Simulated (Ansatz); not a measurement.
# WSe$_{2}$: from supercell energies to defect levels (Se on the W site)

Level of theory: Ansatz, DFT PBE, scalar-relativistic, plane waves, PAW. Run with 420 eV cutoff, 2×2×2 k-mesh, Gaussian smearing of 0.01 eV, collinear spin in charge +1, -1 alone.

Host crystal, relaxed:

```yaml
crystal:
  lattice:
    - [3.32099, 0.00000, 0.00000]
    - [-1.66049, 2.87606, 0.00000]
    - [0.00000, 0.00000, 15.04383]
  atoms:
    - { symbol: W, position: [0.66667, 0.33333, 0.75000] }
    - { symbol: W, position: [0.33333, 0.66667, 0.25000] }
    - { symbol: Se, position: [0.33333, 0.66667, 0.86154] }
    - { symbol: Se, position: [0.66667, 0.33333, 0.36154] }
    - { symbol: Se, position: [0.33333, 0.66667, 0.63846] }
    - { symbol: Se, position: [0.66667, 0.33333, 0.13846] }
```

The Se on the W site was set at (0.667, 0.333, 0.750) of the host cell, in a supercell of 42 sites (1006 Å³), relaxed at fixed cell in each charge q. The host's Kohn–Sham gap is 1.45 eV and its static dielectric constant 10.3 (mean). For each charge: the supercell's free energy over the neutral one with q electrons exchanged at the valence band top, F(q) − F(0) + qE_v; the image-charge term; and the term that aligns the potential far from the defect with the host's.

Spin-orbit coupling is left out, which matters for the bands and energies of heavy elements.

```
 q F(q) − F(0) + qE_v (eV) image charge (eV) alignment (eV)
+1                   -0.030              0.049          -0.196
 0                    0.000              0.000           0.000
-1                    0.667              0.049           0.165
```

Q: Add the terms and find the levels between neighbouring charges, ε(q/q′) = [A(q′) − A(q)]/(q − q′), with and without the two corrections.

A: A(q): -0.178 eV for +1, 0.000 eV for 0, 0.881 eV for -1.
| level | corrected (eV over E_v) | uncorrected (eV) |
| --- | --- | --- |
| (+1/0) | 0.18 | 0.03 |
| (0/-1) | 0.88 | 0.67 |

As a check, a point charge in a simple cubic cell of this volume has q²αe²/(2εL) = 0.198 q² eV (e² = 14.40 eV Å, α = 2.837, L = 10.02 Å); the shape of the real cell and the anisotropy of ε can change it somewhat. The term grows as q², so it pushes donor levels down and acceptor levels up. The program doubts the alignment for q = -1, so levels beside it are uncertain by about that term.

Q: Which of these charges is lowest with the Fermi level at the valence band top, at mid-gap and at the conduction band bottom?

A: The line A(q) + qE_F that lies lowest gives the charge: +1 at E_F = 0.00 eV, 0 at E_F = 0.72 eV, -1 at E_F = 1.45 eV. In charge +1, -1 the cell has partly filled levels, from a carrier spread over the host's bands, a defect level that the small cell broadens into a band, or a degenerate defect level that the symmetric start can't split, so the levels beside it are doubtful. Charges beyond those computed could lie lower near the band edges.

Q: The neutral defect forms at 5.17 eV with atoms taken from and returned to the elements. What are the formation energies at those three Fermi levels, and what share of sites would hold the defect at 1200 K with E_F at mid-gap, if the host still stood at that temperature?

A: E_f = E_f(0) + A(q) + qE_F = 4.99, 5.17, 4.60 eV. In the dilute limit the share is exp(−E_f/k_BT) = exp(−5.173/0.1034) = 1.9×10⁻²², leaving out degeneracy and vibrational entropy. Both elements stand at their elemental potentials, a limit that the host or competing compounds often put out of reach. The small cell and the narrow Kohn–Sham gap leave errors of tenths of an eV or more, which change the share by orders of magnitude.

Cost: 4 runs of about 99 core-minutes in all, on Arm Neoverse V2 (shared hosts).

The antisite is costly, with a neutral formation energy of 5.17 eV. This probably reflects the loss of W d–Se p bonding: selenium has no open valence d shell to replace it and sits among other chalcogens. Se-rich equilibrium with the host would lower the tungsten potential, and with it this cost.

The alignment terms are nearly opposite for the two charges, so they act much like a common shift of the energy reference. They raise both levels but change their separation far less. The acceptor level at 0.88 eV lies near the middle of the gap, which only tentatively suggests a deep trap, and the neutral state's preference at mid-gap is equally tentative. The donor level is too close to the valence band to establish a stable positive state.

The host's c axis, 15.04383 Å, is clearly too long for bulk WSe₂, as expected from PBE without a dispersion term. The weakened interlayer coupling lowers the valence band top at Γ and widens the gap, so the level positions belong to partly decoupled layers rather than to the real bulk crystal.
